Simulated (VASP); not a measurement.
A run of VASP 6.6.1 is set up as follows.

INCAR

```
PREC = Accurate
ENCUT = 600
EDIFF = 1E-6
ISMEAR = 1
SIGMA = 0.1
LREAL = F
LASPH = T
NELM = 80
ALGO = Normal
ISIF = 3
LWAVE = F
LCHARG = F
METAGGA = R2SCAN
LMIXTAU = T
IBRION = 2
NSW = 90
EDIFFG = -0.01
KPAR = 2
```

Contents of KPOINTS:

```
Automatic mesh
0
Gamma
  8 8 8
```

The input POSCAR:

```
SiMo3
1.0
    4.8890000000      0.0000000000      0.0000000000
    0.0000000000      4.8890000000      0.0000000000
    0.0000000000      0.0000000000      4.8890000000
Si Mo
2 6
Direct
    0.0000000000      0.0000000000      0.0000000000
    0.5000000000      0.5000000000      0.5000000000
    0.2500000000      0.0000000000      0.5000000000
    0.5000000000      0.7500000000      0.0000000000
    0.7500000000      0.0000000000      0.5000000000
    0.5000000000      0.2500000000      0.0000000000
    0.0000000000      0.5000000000      0.7500000000
    0.0000000000      0.5000000000      0.2500000000
```

Potentials or basis: VASP PAW PBE potentials, release 64 (Si, Mo_sv).

The run is started by

```bash
$ cat potpaw_PBE.64/Si/POTCAR potpaw_PBE.64/Mo_sv/POTCAR > POTCAR
$ mpirun -np 2 vasp_std > vasp.out
```

(1) What does it give for the relaxed volume?

(2) Estimate the band gap on the k mesh.

Results:

(1) 14.62 Å³/atom.

(2) none (metal or under the smearing width).

Caveat: the PAW data sets were made with another functional, which shifts forces and pressure a little.
